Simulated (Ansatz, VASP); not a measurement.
Two plane-wave programs on NaF

```xyz
2
Lattice="0.0000 2.3689 2.3689 2.3689 0.0000 2.3689 2.3689 2.3689 0.0000" Properties=species:S:1:pos:R:3 pbc="T T T"
Na    0.0000    0.0000    0.0000
F     2.3689    2.3689    2.3689
```

Alike in both runs: functional PBE; k mesh 8 × 8 × 8; occupations gaussian, width 0.02 eV; no spin polarisation.

Ansatz relaxed the structure, and its values are those at the end. VASP's run is a single point on that final structure, the one shown.

|  | VASP | Ansatz |
| --- | --- | --- |
| version | VASP 6.6.1 | Ansatz 0.2.0 |
| potentials or method | VASP PAW PBE potentials, release 64 (Na_pv, F) | scalar-relativistic, plane waves, PAW |
| plane-wave cutoff (eV) | 520 | 420 |
| valence electrons in the cell | 14 | 16 |

|  | VASP | Ansatz | Ansatz less VASP |
| --- | --- | --- | --- |
| gap on the k mesh at the Fermi level (eV) | 5.95 | 5.97 | +0.015 |
| least direct gap on the mesh (eV) | 5.95 | 5.97 | +0.015 |
| pressure (GPa) | -1.1 | -1.0 | +0.15 |

The functional is the same, so the differences come from potentials, cutoffs and numerics. The two sets of potentials don't hold the same shells in valence.
